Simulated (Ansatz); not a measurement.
Field gradients of PbF2 from run to run

Cell of run 1: an entry of the Crystallography Open Database (COD).

Space group Pnma (No. 62); a = 6.4269, b = 3.8910, c = 7.6357 Å.

```
site  Wyckoff  site symmetry       x       y       z
  Pb       4c            .m.  0.7560  0.7500  0.1030
  F5       4c            .m.  0.1420  0.7500  0.0850
  F9       4c            .m.  0.5510  0.7500  0.8140
```

One atom of each set is listed.

Relaxed positions (PBE, cell held):

Pb (0.7447, 0.7500, 0.1063)
F5 (0.1409, 0.7500, 0.0667)
F9 (0.5260, 0.7500, 0.8430)

All runs are DFT with Ansatz 0.2.0 (plane waves and PAW, scalar-relativistic unless spin–orbit coupling is named, Γ-centred meshes, Fermi–Dirac smearing where given) in this cell.

Run 1: PBE, atoms as given; 420 eV, 4×6×3 k-points, smearing 0.02 eV.
Run 2: PBE, atoms relaxed; 420 eV, 4×6×3 k-points, smearing 0.02 eV.
Run 3: r2SCAN, at the relaxed atoms; 500 eV, 4×6×3 k-points, smearing 0.02 eV.

Question: What does each run give, and what moves the gradients most?

Answer: 

```json
{"run": "1", "Pb V_zz (η)": "-7.70 (0.37)", "F5 V_zz (η)": "1.39 (0.43)", "F9 V_zz (η)": "1.54 (0.95)"}
{"run": "2", "Pb V_zz (η)": "-3.96 (0.59)", "F5 V_zz (η)": "-1.87 (0.54)", "F9 V_zz (η)": "-0.94 (0.98)"}
{"run": "3", "Pb V_zz (η)": "-4.11 (0.58)", "F5 V_zz (η)": "-1.81 (0.48)", "F9 V_zz (η)": "0.89 (0.87)"}
```

V_zz in 10²¹ V/m². Against run 1, the gradient tensors on these sites move by at most 4.45 in run 2 (Pb), 4.39 in run 3 (Pb). Taken one at a time, the positions of the atoms (as given or relaxed) move the tensors on these sites by up to 4.45 (largest principal value of the change, on Pb), the functional (r2SCAN with its higher cutoff) by 0.18 (Pb). On some sites the largest principal value moves to another axis from run to run, and the sign of V_zz can flip with it. On Pb V_xx and V_yy change places between runs (or their axes turn by over 50°), so η hides a larger change.

Leaving out spin–orbit coupling shifts gradients on Pb by a few per cent, and by more where contributions nearly cancel. In run 1 the atoms aren't at the calculated equilibrium (largest force 0.43 eV/Å).
